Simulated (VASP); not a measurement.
## InSe: electron localisation function with LDA

The system is InSe.

```xyz
8
Lattice="4.0500 0.0000 0.0000 -2.0250 3.5074 0.0000 0.0000 0.0000 16.9300" Properties=species:S:1:pos:R:3 pbc="T T T"
In    2.0250    1.1691   14.2720
In    0.0000    2.3383    5.8070
In    2.0250    1.1691   11.1230
In    0.0000    2.3383    2.6580
Se    2.0250    1.1691    6.7381
Se    0.0000    2.3383   15.2031
Se    2.0250    1.1691    1.7269
Se    0.0000    2.3383   10.1919
```

- Program: VASP 6.6.1
- Task: electron localisation function
- Functional: LDA
- Potentials or basis: VASP PAW LDA potentials, release 64 (In_d, Se)
- Cutoff: 520 eV
- k mesh: 6 × 6 × 2
- Occupations: gaussian, width 0.02 eV
- Spin: no spin polarisation
- Further INCAR settings: ALGO = Fast; EDIFF = 1e-07

```yaml
Pressure: 3.5 GPa
Largest_force: 2.615 eV/Å
Band_gap_on_the_k_mesh: none (metal or under the smearing width)
```

Forces on the atoms (eV/Å):
```
In   0.000  0.000 -2.615
In   0.000  0.000 -2.615
In   0.000  0.000  2.615
In   0.000  0.000  2.615
Se   0.000  0.000  1.657
Se   0.000  0.000  1.657
Se   0.000  0.000 -1.657
Se   0.000  0.000 -1.657
```

Stress tensor (GPa, compression positive):
```
 5.92  0.00  0.00
 0.00  5.92  0.00
 0.00  0.00 -1.20
```

Levels at points of the mesh, in eV from the Fermi level:
| k point | band 35 | band 36 | band 37 | band 38 | band 39 | band 40 | band 41 | band 42 |
| --- | --- | --- | --- | --- | --- | --- | --- | --- |
| (0.00, 0.00, 0.00) | -2.10 | -2.10 | -1.41 | -0.52 | -0.05 | 0.32 | 1.15 | 1.50 |
| (0.50, 0.00, 0.00) | -2.89 | -2.51 | -1.50 | -0.98 | 0.83 | 1.01 | 1.27 | 1.35 |
| (0.00, 0.00, 0.50) | -2.12 | -2.12 | -1.02 | -1.02 | 0.21 | 0.21 | 1.33 | 1.33 |
| (0.50, 0.00, 0.50) | -2.65 | -2.65 | -1.25 | -1.25 | 1.08 | 1.08 | 1.17 | 1.17 |

Run time: 3.4 min on 1 thread of AMD EPYC 9R45 96-Core Processor (Zen 5), on a shared host, peak memory 0.28 GiB.

Caveat: forces of over 1 eV/Å show positions far from the minimum, so gaps and moduli don't describe the material at rest.
